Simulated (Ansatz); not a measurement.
This Ansatz 0.2.0 run on K needs a look.

File run.py:

```python
import json

import ase.io
import numpy as np
from ase.calculators.calculator import CalculationFailed, Calculator
from ase.stress import full_3x3_to_voigt_6_stress
from ase.units import GPa

import ansatz as az

class AnsatzCalculator(Calculator):
    implemented_properties = ["energy", "free_energy", "forces", "stress", "magmom"]

    def calculate(self, atoms, properties, system_changes):
        super().calculate(atoms, properties, system_changes)
        structure = atoms.copy()
        structure.set_constraint()
        structure.set_momenta(None)
        structure.set_masses(None)
        outcome = (
            az.Crystal.from_ase(structure)
            .calculation()
            .basis(xc_grid=2)
            .kpoints(5, 5, 5)
            .functional("cam_b3lyp", dispersion="d3bjatm")
            .pseudopotentials(kind="paw", accuracy="standard")
            .charge(10.0)
            .scf(max_iterations=60, tolerance=2e-10)
            .occupations(method="fermi_dirac", width=0.01)
            .forces()
            .stress()
            .run(threads=2)
        )
        if not outcome.report["converged"]:
            raise CalculationFailed("SCF not converged")
        report = outcome.report
        self.results = {
            "free_energy": report["lagrangian_ev"],
            "energy": report["lagrangian_ev"],
            "forces": np.array(report["forces_ev_ang"]),
            "stress": -GPa * full_3x3_to_voigt_6_stress(report["stress_gpa"]),
            "magmom": report["magnetization_mub"],
        }

np.set_printoptions(precision=5, suppress=True, linewidth=110)
atoms = ase.io.read("K.xyz")
atoms.calc = AnsatzCalculator()
print(f"free energy {atoms.get_potential_energy():.6f} eV")
print("forces (eV/A)", atoms.get_forces(), sep="\n")
print("stress (GPa, Voigt, tension positive)", atoms.get_stress() / GPa, sep="\n")
print(f"moment {atoms.get_magnetic_moment():.4f} muB")
```

Contents of K.xyz:

```xyz
1
Lattice="0.0000000000 3.3918728180 3.3918728180 3.3918728180 0.0000000000 3.3918728180 3.3918728180 3.3918728180 0.0000000000" Properties=species:S:1:pos:R:3 pbc="T T T"
K      0.0000000000      0.0000000000      0.0000000000
```

Potentials or basis: SSSP efficiency PAW.

Command:

```console
$ python run.py
```

Output:

```text
Traceback (most recent call last):
  File "run.py", line 50, in <module>
  File "run.py", line 33, in calculate
  [frames inside libraries left out]
ansatz.RefusalError: inconsistent input (total_charge): 10 leaves -1.000 electrons of the 9 valence electrons — a charged cell must keep at least one electron
```

Problem. How did it end, and where is the flaw?

Solution. The program refused the input. The input holds a flaw that was put in on purpose: a charge that the system can't hold (total_charge = 10).
